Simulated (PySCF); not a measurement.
# Identify the compound

The spectra below were simulated for a compound C$_{3}$H$_{4}$N$_{2}$.

¹H NMR (500 MHz, computed): δ 9.56 (br s, 1H), 7.73 (d, J = 2.2 Hz, 1H), 7.48 (d, J = 2.9 Hz, 1H), 6.47 (t, J = 2.5 Hz, 1H).

¹³C{¹H} NMR (computed): δ 142.8 (CH), 130.3 (CH), 110.3 (CH).

Isolated molecule, non-relativistic Hamiltonian, a single conformation. GFN2-xTB structure; σ from GIAO-PBE0/pcSseg-1; couplings computed with B3LYP/pcJ-1; PySCF.

References, each an isolated molecule treated in the same way: ¹H (σ = 31.72 ppm), ¹³C (σ = 186.93 ppm) against TMS.

Task: Deduce the structure.

Result: 
Rings plus π bonds: 3 (1 ring in the answer). 3 carbon signals for 3 carbons: no two carbons are equivalent. Carbon types of the structure: 3 × CH, leaving 1 H on heteroatoms. δC 142.8, 130.3: aromatic CH next to a ring nitrogen. δC 110.3: aromatic CH. δH 9.56: hydrogen on a pyrrole-type ring nitrogen; exchangeable; this is the value without hydrogen bonding to other molecules. δH 7.73, 7.48: hydrogen on an aromatic CH next to a ring nitrogen; ring-current deshielding. δH 6.47: hydrogen on an aromatic CH; aromatic region.

These data were computed for pyrazole (c1cn[nH]c1).

This is the structure that produced the data.

Exchangeable OH/NH protons stand at their gas-phase positions; hydrogen bonding in a real sample shifts them, mostly to higher δ. Multiplet labels drop couplings under 1 Hz and merge nearly equal ones. Unscaled 3J(H,H) at this level run about 10 % above measured values. Shifts are as computed. Against solution values, carbons near 30 ppm lie about +3 ppm off and those near 130 ppm about +5 ppm. Of 1211 compounds with measured shifts, 218 miss one by over three times the rms of a fit or turn the order of signals round; such compounds aren't used in these exercises. Couplings to exchangeable protons are dropped.
